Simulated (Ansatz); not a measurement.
## Moving the screening of exact exchange in MnS

It takes space group P6_3mc (No. 186, hexagonal). Conventional cell: a = 3.954 Å, b = 3.954 Å, c = 6.343 Å, α = 90.00°, β = 90.00°, γ = 120.00°. Mn (site symmetry 3m) has 4 S at 2.36 to 2.42 Å as nearest neighbours. S (site symmetry 3m) has 4 Mn at 2.36 to 2.42 Å as nearest neighbours.

The cell is a database's computed one, not the measured one.

Kept alike: task single point; functional HSE06 form with a typed share of exact exchange; k mesh 4 × 4 × 2; occupations fermi-dirac, width 0.05 eV; collinear spin, ferromagnetic start. Program: Ansatz, Ansatz PAW, cutoff 420 eV. Exact-exchange share held at 0.25. The mesh is that of the run's cell of 4 atoms. No spin-orbit coupling.

| screening of exact exchange, ω (Å⁻¹) | largest site moment (μB) |
| --- | --- |
| 0.1 | 4.31 |
| 0.15 | 4.31 |
| 0.2 | 4.31 |
| 0.3 | 4.31 |
| 0.4 | 4.30 |
| 0.6 | 4.29 |

The k mesh is coarse, so the values aren't converged. The runs hold the magnetic state that their start led to, which needn't be the lowest. Site moments count inside each atom's sphere or projector. All rows use potentials made for PBE. The mesh is thin for exact exchange.

**Question.** What does the screening of exact exchange change here?

**Answer.** The largest site moment falls from 4.31 to 4.29 μB between 0.1 and 0.6 Å⁻¹.
